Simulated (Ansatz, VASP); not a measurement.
# GaN in VASP and in Ansatz

The input INCAR:

```
SYSTEM = GaN
  ALGO = Normal
  EDIFF = 1E-8
  ENCUT = 520
  GGA = PS
  ISIF = 2
  ISMEAR = -1
  LASPH = .TRUE.
  LCHARG = .FALSE.
  LEFG = .TRUE.
  LREAL = .FALSE.
  LWAVE = .FALSE.
  NBANDS = 26
  NELM = 100
  PREC = Accurate
  SIGMA = 0.02
```

KPOINTS

```
k-points
0
G
  11 11 6
  0 0 0
```

Contents of POSCAR:

```
GaN
1.0
    3.1800000000      0.0000000000      0.0000000000
   -1.5900000000      2.7539607840      0.0000000000
    0.0000000000      0.0000000000      5.1660000000
Ga N
2 2
Direct
    0.3333333333      0.6666666667      0.0039408788
    0.6666666667      0.3333333333      0.5039408788
    0.3333333333      0.6666666667      0.3810591212
    0.6666666667      0.3333333333      0.8810591212
```

Input for Ansatz:

```yaml
crystal:
  lattice:
    - [3.18, 0.0, 0.0]
    - [-1.59, 2.753960784, 0.0]
    - [0.0, 0.0, 5.166]
  atoms:
    - { symbol: Ga, position: [0.3333333333, 0.6666666667, 0.0039408788] }
    - { symbol: Ga, position: [0.6666666667, 0.3333333333, 0.5039408788] }
    - { symbol: "N", position: [0.3333333333, 0.6666666667, 0.3810591212] }
    - { symbol: "N", position: [0.6666666667, 0.3333333333, 0.8810591212] }
kpoints:
  mp_grid: { grid: [11, 11, 6] }
scf:
  occupations: { method: fermi_dirac, width: 0.02 }
hamiltonian:
  xc: pbesol
  pseudopotentials: { kind: paw }
output:
  forces: true
  stress: true
  populations: true
  efg:
    quadrupole_moments_barn: { Ga: 0.107, "N": 0.02044 }
    contact_densities: true
```

Alike in both runs: task electric field gradients; functional PBEsol; k mesh 11 × 11 × 6; occupations fermi-dirac, width 0.02 eV; no spin polarisation.

```csv
,VASP,Ansatz
version,VASP 6.6.1,Ansatz 0.2.0
potentials or method,"VASP PAW PBE potentials, release 64 (Ga_d, N)","plane-wave PAW, scalar-relativistic"
plane-wave cutoff (eV),520,420
valence electrons in the cell,36,36
```

```tsv
	VASP	Ansatz	Ansatz less VASP
gap on the k mesh at the Fermi level (eV)	1.94	1.92	-0.019
pressure (GPa)	0.8	1.0	+0.21
largest component of the traceless stress (GPa)	0.60	0.56	-0.034
Vzz of the field gradient on the site that differs most (V/Å²)	4.0	4.2	+0.18
```

Caveats: the PAW data sets were made with another functional, which shifts forces and pressure a little (VASP). PBEsol gaps usually lie below the measured ones, often by a third to a half.
